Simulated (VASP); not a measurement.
The system is PtSe2.

```
Pt Se
1.0
     3.28021   -2.01083    0.00000
     3.28021    2.01083    0.00000
    -0.00323    0.00000    4.62578
Pt Se
1 2
Cartesian
  0.0000 0.0000 0.0000
  4.5120 0.0000 1.3364
  2.0452 0.0000 3.2894
```

The cell was built by a generator and isn't the measured one.

Base run:

- Program: VASP 6.6.1
- Functional: LDA
- Potentials or basis: VASP PAW LDA potentials, release 64 (Pt, Se)
- Cutoff: 520 eV
- k mesh: 6 × 6 × 4
- Occupations: gaussian, width 0.05 eV
- Spin: collinear spin, ferromagnetic start
- Starting moments: [0.5, 0.0, 0.0] μB
- Fixed moment: 3 μB
- Hubbard terms: Pt d U = 8 eV

Its results: pressure -0.9 GPa; net moment 3.00 μB per cell; largest force 0.517 eV/Å.

Question: The run is repeated on the same cell with these changes: fixed moment from 3 μB to none; further incar settings from ALGO = Normal; EDIFF = 1e-06; NBANDS = 22 to ALGO = Normal; EDIFF = 1e-06. What comes out?

Answer: Pressure -13.5 GPa; net moment 0.00 μB per cell; largest force 1.038 eV/Å.

Caveats: the moment is held away from its start (some runs); the total moment is fixed, so each spin has its own Fermi level (some runs); forces of over 1 eV/Å show positions far from the minimum, so gaps and moduli don't describe the material at rest (some runs).
